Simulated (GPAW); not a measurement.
Computed results, one entry a study.

**A GW chain in GPAW: CdBr2 (2H monolayer)**

The cell holds 3 atoms: 1 Cd and 2 Br. Cell: a = 3.761 Å, b = 3.761 Å, c = 14.400 Å, α = 90.0°, β = 90.0°, γ = 120.0°. Vacuum lies along c.

```
Cd Br
1.0
     3.76142    0.00000    0.00000
    -1.88071    3.25748    0.00000
     0.00000    0.00000   14.40000
Cd Br
1 2
Direct
  0.33333 0.66667 0.50000
  0.66667 0.33333 0.61842
  0.66667 0.33333 0.38158
```

```yaml
method: DFT, LDA, plane waves, PAW (and 1 further level or step)
program: GPAW 26.7.0
settings: cutoff 450 eV, GPAW PAW setups 1.2.1 data release, 9×9×1 k-mesh, nbands 296
cost: 3 runs, 3.7 min in all on 8 MPI ranks of Arm Neoverse V1, shared host
notes: The structure was relaxed with LDA. Limits: no spin-orbit coupling.
lda_gap: 2.57 eV, direct
g0w0_gap_on_the_mesh: 4.83 eV
gw_settings: 9×9×1 mesh, 133 bands, screening to 48 eV, full frequency, Hilbert transform
known_limits: short of the basis limit; no spin-orbit coupling
```

G0W0 moves the gap on the mesh from 2.57 eV to 4.83 eV (+2.26 eV), with Z of 0.79 and 0.82 at the edges. Bands and cutoff are finite, so the gap stands short of the basis limit, usually by up to a few tenths of an eV; the mesh is an error of its own.

[Long decimals in the printed logs are rounded to 6 places.]

[Logs are printed without paths, hosts, clocks, repeated set-up lines and the standing remarks that a program may print on its own settings, such as how far it seeks lower states.]

[Paths, hosts, dates, memory and timing lines, banners, echoed tables and standing remarks are left out of the program output; an Ansatz launch command may be rebuilt from the run's recorded settings. Measured values are a selection of at most five: reports struck by readers or far from the other reports are left out. None is set beside runs whose start may be inverted or whose files or cutoffs have a known fault.]

[Runs of the session that timed out or met a known fault of the program may be left out.]

[Hosts, paths, dates, database ids (printed as entryN), source tags and the programs' standing remarks are cut or masked in the printed files.]

[Where the starting crystal was built by hand or by swapping elements, it need not be the compound's stable phase.]
